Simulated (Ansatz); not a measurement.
# CdF2: the band gap up the ladder of functionals

The task here is to estimate one member of a computed series from the others.

Code: Ansatz 0.2.0. PAW datasets, plane waves. No spin polarisation and no zero-point or thermal motion; the cell was built from a prototype and may be hypothetical.

## The structure to begin with

The cell was relaxed beforehand with r2SCAN.

In-plane lattice: a = 3.504 Å, b = 3.504 Å, γ = 120.0°; thickness between the outer nuclei 1.96 Å. Near Cd stand 6 F at 2.25 Å; near F stand 3 Cd at 2.25 Å.

The structure in full:

```
Cd F
1.0
     3.50418    0.00000    0.00000
    -1.75209    3.03471    0.00000
     0.00000    0.00000   28.25484
Cd F
1 2
Direct
  0.00000 0.00000 0.31853
  0.33333 0.66667 0.35316
  0.66667 0.33333 0.28389
```
The sheet repeats along a and b alone.

The first run:

input.yaml reads:

```yaml
crystal:
  lattice:
    - [3.50418063, 0.0, 0.0]
    - [-1.752090315, 3.034709445, 0.0]
    - [0.0, 0.0, 28.2548392816]
  atoms:
    - { symbol: Cd, position: [0.0, 0.0, 0.3185295061] }
    - { symbol: F, position: [0.3333333333, 0.6666666667, 0.3531646057] }
    - { symbol: F, position: [0.6666666667, 0.3333333333, 0.2838944065] }
  periodic: [true, true, false]
kpoints:
  mp_grid: { grid: [12, 12, 1] }
  band_path:
    path:
      - [0, 0, 0]
      - [0.5, 0, 0]
      - [0.3333333333333, 0.3333333333333, 0]
      - [0, 0, 0]
    npoints: 10
hamiltonian:
  xc: pbe
scf:
  occupations: { method: fermi_dirac, width: 0.02 }
  n_extra_bands: 4
output:
  forces: true
  stress: true
  eigenvalues: true
  write_density: true
  write_potential: true
  elf: true
  volumetric_format: npy
```

Run with:

```sh
> ansatz run input.yaml --threads 2 --pin off --max-ram 29491MiB --backend cpu --events-out ev --progress --plain --runs-dir out
```

Steps of the session up to this table: PBE band path; Single point with r2SCAN; Single point with HSE06; PBE+SOC at the same geometry; Single point with PBE0; Single point with LDA; HSE06+SOC at the same geometry; Hartree-Fock; Single point with r2SCAN0.

One of the session's tables, all rows but one given; the rest of the session is left out.

| level | gap (eV) |
| --- | --- |
| PBE | ? |
| r2SCAN | 4.64 |
| HSE06 | 6.00 |
| PBE+SOC | 3.89 |
| PBE0 | 6.76 |
| LDA | 3.74 |
| HSE06+SOC | 5.95 |
| Hartree-Fock | 15.37 |
| r2SCAN0 | 7.25 |

Q: Estimate the row for PBE from the others.

The run gave: gap (eV): 3.94. In the column «gap (eV)» it lies between PBE+SOC (3.89) and r2SCAN (4.64).

Meshes: PBE 12×12×1, r2SCAN 12×12×1, HSE06 6×6×1, PBE+SOC 12×12×1, PBE0 6×6×1, LDA 12×12×1, HSE06+SOC 6×6×1, Hartree-Fock 6×6×1, r2SCAN0 6×6×1

What this shows: The gap runs from 3.74 eV (LDA) to 15.37 eV (Hartree-Fock). PBE reaches 66 % of the HSE06 value, and r2SCAN 77 %. PBE0 lies 0.77 eV above HSE06, which differs from it by screening the long-range exchange.

Limits of these values: Warnings in the runs' records: xc potential rough in thin density, stress exchange threshold loose, stress scf threshold loose.
